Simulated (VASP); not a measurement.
# Se (R-3m) in VASP: notebook

The runs below take Se through relaxation of cell and atoms, with PBEsol.

All numbers are computed with VASP 6.6.1; they aren't measurements. Logs are shortened: lines on timing, memory, paths and dates and some standing lists are left out, and cuts for length are marked.

## 1. Starting point

Symmetry: R-3m, No. 166, trigonal system. The conventional cell has a = 3.839 Å, b = 3.839 Å, c = 2.787 Å, α = 90.00°, β = 90.00°, γ = 120.00°. Se (site symmetry -3m) is surrounded by 6 Se at 2.40 Å.

This isn't the form of Se at room conditions, which is trigonal, of chains.

## 2. Relaxation of cell and atoms, PBEsol, target pressure 75 GPa, at which the enthalpy is minimised

INCAR reads:

```
SYSTEM = Se
  PREC = Accurate
  ENCUT = 520
  EDIFF = 1E-7
  ISMEAR = 0
  SIGMA = 0.1
  LREAL = .FALSE.
  LASPH = .TRUE.
  NELM = 60
  ALGO = Normal
  ISIF = 3
  LWAVE = .FALSE.
  LCHARG = .FALSE.
  GGA = PS
  IBRION = 2
  NSW = 80
  EDIFFG = -0.002
  PSTRESS = 750.0
```

KPOINTS reads:

```
regular mesh
0
G
  6 6 6
  0 0 0
```

POSCAR reads:

```
Se                                      
1.0
    1.9194145509      1.1081745151      0.9290819224
   -1.9194145509      1.1081745151      0.9290819224
    0.0000000000     -2.2163490304      0.9290819224
  Se            
     1
Direct
     0.0000000000000000    0.0000000000000000    0.0000000000000000
```

Potentials or basis: VASP PAW PBE potentials, release 64 (Se).

Launch:

```bash
$ cat potpaw_PBE.64/Se/POTCAR > POTCAR
$ mpirun -np 1 vasp_std > vasp.out
```

OUTCAR:

```text
SYSTEM = Se
   PREC = Accurate
   ENCUT = 520
   EDIFF = 1E-7
   ISMEAR = 0
   LREAL = .FALSE.
   LASPH = .TRUE.
   NELM = 60
   ISIF = 3
   GGA = PS
   IBRION = 2
   NSW = 80
   EDIFFG = -0.002
   PSTRESS = 750.0

 ion  position               nearest neighbor table
   1  0.000  0.000  0.000-

  LATTYP: Found a trigonal (rhomboedric) cell.
 ALAT       =     2.4032053996
 COS(alpha) =    -0.2758093455

  Lattice vectors:

 A1 = (   1.9194145509,   1.1081745151,   0.9290819224)
 A2 = (  -1.9194145509,   1.1081745151,   0.9290819224)
 A3 = (   0.0000000000,  -2.2163490304,   0.9290819224)

Analysis of symmetry for initial positions (statically):
=====================================================================
 Subroutine PRICEL returns:
 Original cell was already a primitive cell.

 Routine SETGRP: Setting up the symmetry group for a
 trigonal (rhombohedral) supercell.

 Subroutine GETGRP returns: Found 12 space group operations
 (whereof 12 operations were pure point group operations)
 out of a pool of 12 trial point group operations.

The static configuration has the point symmetry D_3d.

Analysis of symmetry for dynamics (positions and initial velocities):
=====================================================================
 Subroutine PRICEL returns:
 Original cell was already a primitive cell.

 Routine SETGRP: Setting up the symmetry group for a
 trigonal (rhombohedral) supercell.

 Subroutine GETGRP returns: Found 12 space group operations
 (whereof 12 operations were pure point group operations)
 out of a pool of 12 trial point group operations.

The dynamic configuration has the point symmetry D_3d.

 Subroutine INISYM returns: Found 12 space group operations
 (whereof 12 operations are pure point group operations),
 and found     1 'primitive' translations

----------------------------------------------------------------------------------------

                                     Primitive cell

  volume of cell :      11.8572

  direct lattice vectors                    reciprocal lattice vectors
     1.919414551  1.108174515  0.929081922     0.260496098  0.150397491  0.358777117
    -1.919414551  1.108174515  0.929081922    -0.260496098  0.150397491  0.358777117
     0.000000000 -2.216349030  0.929081922     0.000000000 -0.300794982  0.358777117

  length of vectors
     2.403205400  2.403205400  2.403205410     0.468186546  0.468186546  0.468186545

  position of ions in fractional coordinates (direct lattice)
     0.000000000  0.000000000  0.000000000

  ion indices of the primitive-cell ions
   primitive index   ion index
                 1           1

----------------------------------------------------------------------------------------

 KPOINTS: regular mesh

Automatic generation of k-mesh.
 Grid dimensions read from file:
 generate k-points for:    6    6    6

 Generating k-lattice:

  Cartesian coordinates                     Fractional coordinates (reciprocal lattice)
     0.043416016  0.025066248  0.059796186     0.166666667  0.000000000  0.000000000
    -0.043416016  0.025066248  0.059796186     0.000000000  0.166666667  0.000000000
     0.000000000 -0.050132497  0.059796186     0.000000000  0.000000000  0.166666667

  Length of vectors
     0.078031091  0.078031091  0.078031091

  Shift w.r.t. Gamma in fractional coordinates (k-lattice)
     0.000000000  0.000000000  0.000000000

 Subroutine IBZKPT returns following result:
 ===========================================

 Found     32 irreducible k-points:

 Following reciprocal coordinates:
            Coordinates               Weight
  0.000000  0.000000  0.000000      1.000000
  0.166667  0.000000  0.000000      6.000000
  0.333333 -0.000000 -0.000000      6.000000
  0.500000  0.000000  0.000000      3.000000
  0.166667  0.166667  0.000000      6.000000
  0.333333  0.166667  0.000000     12.000000
[... 16 lines left out ...]
  0.500000  0.500000  0.166667      6.000000
 -0.333333  0.500000  0.166667     12.000000
 [... further k-points ...]
   k-points           NKPTS =     32   k-points in BZ     NKDIM =     32   number of bands    NBANDS=      7
   number of dos      NEDOS =    301   number of ions     NIONS =      1
   total plane-waves  NPLWV =   5832
   dimension x,y,z NGX =    18 NGY =   18 NGZ =   18
   dimension x,y,z NGXF=    36 NGYF=   36 NGZF=   36
   ions per type =               1
   NGX,Y,Z   is equivalent  to a cutoff of  12.45, 12.45, 12.45 a.u.
   NGXF,Y,Z  is equivalent  to a cutoff of  24.90, 24.90, 24.90 a.u.
 SYSTEM =  Se
   PREC   = accura    normal or accurate (medium, high low for compatibility)
   ISTART =      0    job   : 0-new  1-cont  2-samecut
   ICHARG =      2    charge: 1-file 2-atom 10-const
   ISPIN  =      1    spin polarized calculation?
   LNONCOLLINEAR =      F non collinear calculations
   LSORBIT =      F    spin-orbit coupling
   LASPH  =      T    aspherical Exc in radial PAW
   ENCUT  =  520.0 eV  38.22 Ry    6.18 a.u.   4.47  4.47  4.47*2*pi/ulx,y,z
   NELM   =     60;   NELMIN=  2; NELMDL= -5     # of ELM steps
   EDIFF  = 0.1E-06   stopping-criterion for ELM
   LREAL  =      F    real-space projection
   EDIFFG = -.2E-02   stopping-criterion for IOM
   NSW    =     80    number of steps for IOM
   IBRION =      2    ionic relax: 0-MD 1-quasi-New 2-CG
   NFREE  =      1    steps in history (QN), initial steepest desc. (CG)
   ISIF   =      3    stress and relaxation
   ISYM   =      2    0-nonsym 1-usesym 2-fastsym
   POTIM  = 0.5000    time-step for ionic-motion
   TEBEG  =    0.0;   TEEND  =   0.0 temperature during run
   PSTRESS=  750.0 pullay stress
   NELECT =       6.0000    total number of electrons
   NUPDOWN=      -1.0000    fix difference up-down
   EMIN   =  10.00;   EMAX   =-10.00  energy-range for DOS
   EFERMI =   0.00;   METHOD = LEGACY
   ISMEAR =     0;   SIGMA  =   0.10  broadening in eV -4-tet -1-fermi 0-gaus
   EFERMI_NEDOS =   21; number of points for ismear=-14 and -15
   IALGO  =     38    algorithm
   IMIX   =      4    mixing-type and parameters
     AMIX     =   0.40;   BMIX     =  1.00
     AMIX_MAG =   1.60;   BMIX_MAG =  1.00
  volume/ion in A,a.u.               =      11.86        80.02
  Fermi-wavevector in a.u.,A,eV,Ry     =   1.304561  2.465264 23.155488  1.701880
  Thomas-Fermi vector in A             =   2.435489
   LORBIT       =      0    0 simple, 1 ext, 2 COOP (PROOUT), +10 PAW based schemes
   GGA     = PS    functional components
   LHFCALC =     F    Hartree Fock is set to
   AEXX    =    0.0000 exact exchange contribution
   IVDW    =     0    specifies the selected vdW correction
   LEPSILON=     F    determine dielectric tensor
   LRPA    =     F    only Hartree local field effects (RPA)
 conjugate gradient relaxation of ions
 non-spin polarized calculation
 Gauss-broadening in eV      SIGMA  =   0.10
  energy-cutoff  :      520.00
  volume of cell :       11.86
 maximum number of plane-waves:       330
 NGX is ok and might be reduce to    18
   NGX =  9   NGY =  9   NGZ =  9

--------------------------------------- Ionic step        1  -------------------------------------------

 number of electron       5.9999997 magnetization

 Free energy of the ion-electron system (eV)
  ---------------------------------------------------
  ext. energy  EPLUGINS =         0.00000000
  ---------------------------------------------------
  free energy    TOTEN  =        -1.62731322 eV

  energy without entropy =       -1.62440185  energy(sigma->0) =       -1.62585753

------------------------ aborting loop because EDIFF is reached ----------------------------------------

  FORCE on cell =-STRESS in cart. coord.  units (eV):
  Direction    XX          YY          ZZ          XY          YZ          ZX
  --------------------------------------------------------------------------------------
  -------------------------------------------------------------------------------------
  Total        9.2502493      9.2502494      9.2511095      0.0000000     -0.0000000      0.0000000
  in kB     1249.9188495   1249.9188664   1250.0350817      0.0000000     -0.0000001      0.0000000
  external PRESSURE =     499.9575992 kB  Pullay stress =     750.0000000 kB
[... 22 lines left out ...]
  enthalpy is  TOTEN    =         3.9231966954 eV   P V=        5.5505099114

--------------------------------------- Ionic step        2  -------------------------------------------

 number of electron       5.9999998 magnetization

 E-fermi :   6.1551     XC(G=0): -10.9131

 val. band max:        5.6509756092   @ k =   0.5000   0.3333   0.3333
 cond. band min:       6.1553426277   @ k =   0.5000   0.3333   0.1667
 fundamental gap:      0.5043670184
 Fermi energy:         6.1551444895

 k-point     1 :       0.0000    0.0000    0.0000
  band No.  band energies     occupation
      1     -10.6927      2.00000
      2       8.0145      0.00000
      3       9.5035      0.00000
      4       9.5035      0.00000
      5      16.4857      0.00000
      6      16.7822      0.00000
      7      16.7822      0.00000
[... 221 lines left out ...]
 k-point    24 :      -0.3333    0.5000    0.1667
  band No.  band energies     occupation
      1      -6.2592      2.00000
      2       0.3492      2.00000
      3       2.7882      2.00000
      4       6.9467      0.00000
      5      14.0778      0.00000
      6      16.3276      0.00000
      7      18.3648      0.00000

 [... further k-points ...]
[... 5 lines left out ...]
  --------------------------------------------------------------------------------------
  -------------------------------------------------------------------------------------
  Total       -0.6825822     -0.6825823      1.0556087      0.0000000     -0.0000000     -0.0000000
  in kB      -56.3502208    -56.3502222     87.1452240      0.0000000     -0.0000000     -0.0000000
  external PRESSURE =    -758.5184063 kB  Pullay stress =     750.0000000 kB
[... 53 lines left out ...]
  FREE ENERGIE OF THE ION-ELECTRON SYSTEM (eV)
  ---------------------------------------------------
  free  energy   TOTEN  =        -2.6136550179 eV

  energy  without entropy=       -2.6089445511  energy(sigma->0) =       -2.61129978

  enthalpy is  TOTEN    =         3.7281431915 eV   P V=        6.3417982094

[... ionic steps 4 to 10 ...]

--------------------------------------- Ionic step       11  -------------------------------------------

 number of electron       6.0000000 magnetization

------------------------ aborting loop because EDIFF is reached ----------------------------------------

  FORCE on cell =-STRESS in cart. coord.  units (eV):
  Direction    XX          YY          ZZ          XY          YZ          ZX
  --------------------------------------------------------------------------------------
  -------------------------------------------------------------------------------------
  Total        6.2404337      6.2404339      6.2582646      0.0000000     -0.0000000      0.0000000
  in kB      749.2177439    749.2177643    751.3584896      0.0000000     -0.0000001      0.0000000
  external PRESSURE =      -0.0686674 kB  Pullay stress =     750.0000000 kB
[... 59 lines left out ...]
  enthalpy is  TOTEN    =         3.7119331150 eV   P V=        6.2470768196

--------------------------------------- Ionic step       13  -------------------------------------------

 number of electron       6.0000000 magnetization

 Free energy of the ion-electron system (eV)
  ---------------------------------------------------
  ext. energy  EPLUGINS =         0.00000000
  ---------------------------------------------------
  free energy    TOTEN  =        -2.53510743 eV

  energy without entropy =       -2.53197097  energy(sigma->0) =       -2.53353920

 E-fermi :  11.6138     XC(G=0): -12.6716

 val. band max:       11.6137382280   @ k =   0.5000   0.3333   0.1667
 cond. band min:      11.9593738721   @ k =  -0.1667   0.1667   0.1667
 fundamental gap:      0.3456356441
 Fermi energy:        11.6137501636

 k-point     1 :       0.0000    0.0000    0.0000
  band No.  band energies     occupation
      1      -9.5394      2.00000
      2      15.1683      0.00000
      3      17.5488      0.00000
      4      17.5488      0.00000
      5      22.4368      0.00000
      6      22.4368      0.00000
      7      25.2985      0.00000
[... 221 lines left out ...]
 k-point    24 :      -0.3333    0.5000    0.1667
  band No.  band energies     occupation
      1      -1.9785      2.00000
      2       3.1238      2.00000
      3       6.5658      2.00000
      4      13.9863      0.00000
      5      19.9098      0.00000
      6      22.9870      0.00000
      7      25.6318      0.00000

 [... further k-points ...]
[... 5 lines left out ...]
  --------------------------------------------------------------------------------------
  -------------------------------------------------------------------------------------
  Total        6.2470813      6.2470815      6.2471772      0.0000000     -0.0000000     -0.0000000
  in kB      750.0049373    750.0049641    750.0164570      0.0000000     -0.0000001     -0.0000000
  external PRESSURE =       0.0087861 kB  Pullay stress =     750.0000000 kB
[... 16 lines left out ...]
  FREE ENERGIE OF THE ION-ELECTRON SYSTEM (eV)
  ---------------------------------------------------
  free  energy   TOTEN  =        -2.5351074321 eV

  energy  without entropy=       -2.5319709681  energy(sigma->0) =       -2.53353920

  enthalpy is  TOTEN    =         3.7119327010 eV   P V=        6.2470401331

 reached required accuracy - stopping structural energy minimisation
```

Wall time 10 s (1 thread of Intel Xeon 6975P-C (Granite Rapids), shared host); peak memory 0.12 GiB.

What came out:

```yaml
Free_energy: -2.5351 eV
Relaxed_volume: 13.35 Å³/atom
Relaxed_cell: a = 2.486 Å, b = 2.486 Å, c = 2.486 Å, α = 105.29°, β = 105.29°, γ = 105.29°
Space_group_after_relaxing_to_0.05_Å: R-3m (No. 166)
Energy_change_on_relaxing_the_enthalpy_is_what_falls: -907.8 meV/atom
Ionic_steps: 13
Pressure_after_relaxing: 75.0 GPa
Band_gap_on_the_k_mesh: none (metal or under the smearing width)
```

The path:
```tsv
step	energy change (eV)	largest force (eV/Å)	pressure (GPa)	volume (Å³)
1	0.0000	0.0000	125.00	11.86
2	-1.8673	0.0000	-0.85	19.41
3	-0.9863	0.0000	68.15	13.55
4	-0.8809	0.0000	74.13	13.31
5	-0.8655	0.0000	74.99	13.28
6	-0.9013	0.0000	75.40	13.33
7	-0.9011	0.0000	75.40	13.33
8	-0.9006	0.0000	75.41	13.33
9	-0.9259	0.0000	73.91	13.38
10	-0.9076	0.0000	75.00	13.34
11	-0.9077	0.0000	74.99	13.34
12	-0.9078	0.0000	75.00	13.35
13	-0.9078	0.0000	75.00	13.35
```

Final structure:
```cif
data_structure
_symmetry_space_group_name_H-M 'P 1'
_symmetry_Int_Tables_number 1
_cell_length_a 2.4859
_cell_length_b 2.4859
_cell_length_c 2.4859
_cell_angle_alpha 105.290
_cell_angle_beta 105.290
_cell_angle_gamma 105.290
_cell_volume 13.35
loop_
_atom_site_label
_atom_site_type_symbol
_atom_site_fract_x
_atom_site_fract_y
_atom_site_fract_z
_atom_site_occupancy
Se1 Se 0.00000 0.00000 0.00000 1
```

Levels at points of the mesh, in eV from the Fermi level:
| k point | band 1 | band 2 | band 3 | band 4 | band 5 | band 6 |
| --- | --- | --- | --- | --- | --- | --- |
| (0.00, 0.00, 0.00) | -21.15 | 3.55 | 5.94 | 5.94 | 10.82 | 10.82 |
| (0.50, 0.00, 0.00) | -15.72 | -11.29 | 2.20 | 4.45 | 8.29 | 9.49 |
| (0.50, 0.50, 0.00) | -13.09 | -10.50 | -2.72 | 3.56 | 5.03 | 10.68 |
| (0.50, 0.50, 0.50) | -8.46 | -6.04 | -6.04 | -3.28 | 1.87 | 1.87 |

Caveat: the k mesh is coarse (spacing up to 0.49 Å⁻¹), so the values aren't converged; the cell is relaxed towards a set pressure, so the enthalpy falls and the energy may rise; the PAW data sets were made with another functional, which shifts forces and pressure a little.

## 3. Relaxation of cell and atoms, PBEsol, target pressure 75 GPa, at which the enthalpy is minimised

This run uses another cell than the first one, of 13.35 Å³/atom, 1.125 times its volume.

INCAR is that of step 2.

KPOINTS is that of step 2.

POSCAR reads:

```
Se                                      
1.0
    1.9760053195      1.1408472233      0.9866355630
   -1.9760053195      1.1408472233      0.9866355630
    0.0000000000     -2.2816944471      0.9866355632
  Se            
     1
Direct
     0.0000000000000000    0.0000000000000000    0.0000000000000000
```

Potentials or basis: VASP PAW PBE potentials, release 64 (Se).

Launch:

```bash
$ cat potpaw_PBE.64/Se/POTCAR > POTCAR
$ mpirun -np 1 vasp_std > vasp.out
```

Wall time 1.7 s (1 thread of Intel Xeon 6975P-C (Granite Rapids), shared host); peak memory 0.11 GiB.

The run converged. Its results:

* Free energy: -2.5354 eV
* Pressure after relaxing: 75.0 GPa
* Band gap on the k mesh: none (metal or under the smearing width)

Final structure:
```yaml
crystal:
  lattice:
    - [1.97601, 1.14085, 0.98664]
    - [-1.97601, 1.14085, 0.98664]
    - [0.00000, -2.28169, 0.98664]
  atoms:
    - { symbol: Se, position: [0.00000, 0.00000, 0.00000] }
```

Levels at points of the mesh, in eV from the Fermi level:
```csv
k point,band 1,band 2,band 3,band 4,band 5,band 6,band 7
"(0.00, 0.00, 0.00)",-21.15,3.55,5.93,5.93,10.82,10.82,13.68
"(0.50, 0.00, 0.00)",-15.72,-11.29,2.20,4.45,8.29,9.49,22.99
"(0.50, 0.50, 0.00)",-13.09,-10.50,-2.72,3.56,5.03,10.68,19.01
"(0.50, 0.50, 0.50)",-8.46,-6.04,-6.04,-3.28,1.87,1.87,19.03
```

Caveat: the k mesh is coarse (spacing up to 0.47 Å⁻¹), so the values aren't converged; the relaxation stopped at its first step, so nothing moved; the cell is relaxed towards a set pressure, so the enthalpy falls and the energy may rise; the PAW data sets were made with another functional, which shifts forces and pressure a little.

(Part 1 of 2 ends here.)
